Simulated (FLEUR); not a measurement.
FeCo (Wairauite) under changes of volume

One of the cells (11.660 Å³/atom); the others are scaled copies at fixed shape and fractional positions:

```xyz
2
Lattice="2.8570 0.0000 0.0000 0.0000 2.8570 0.0000 0.0000 0.0000 2.8570" Properties=species:S:1:pos:R:3 pbc="T T T"
Co    0.0000    0.0000    0.0000
Fe    1.4285    1.4285    1.4285
```

| Item | Value |
| --- | --- |
| Program | FLEUR MaX-R8.1 (later development tree) |
| Functional | PBE |
| Potentials or basis | all-electron |
| Basis | FLAPW |
| Kmax | 4.1 1/bohr |
| k mesh | 9 × 9 × 9 |
| Occupations | fermi-dirac, width 0.05 eV |
| Spin | collinear spin, ferromagnetic start |
| Starting moments | [2.0, 3.001] μB |

```tsv
volume (Å³/atom)	energy over the lowest point (meV/atom)	moment (μB per cell)
10.960	14.76	4.36
11.194	4.43	4.42
11.427	0.00	4.48
11.660	1.93	4.53
11.893	8.44	4.58
12.126	?	?
12.360	33.77	4.64
```

Question: What does the run at 12.126 Å³/atom give?

Answer: Energy over the lowest point 19.06 meV/atom; moment 4.61 μB per cell.

Worked out: A Birch-Murnaghan fit of order 3 (a polynomial in V^(-2/3)) to the other rows has its minimum at 11.47 Å³/atom with B0 = V·E''(V) = 186 GPa and B' = 5.9. It gives 19.22 meV/atom at 12.126 Å³/atom, against the run's 19.06. A parabola through the other rows of the moment, of slope 0.142 μB per Å³/atom there, gives 4.61 μB, against the run's 4.61.

Energies are extrapolated to zero smearing.

Caveats: the plane-wave cutoff is short for the semicore states, which can make moduli rough.
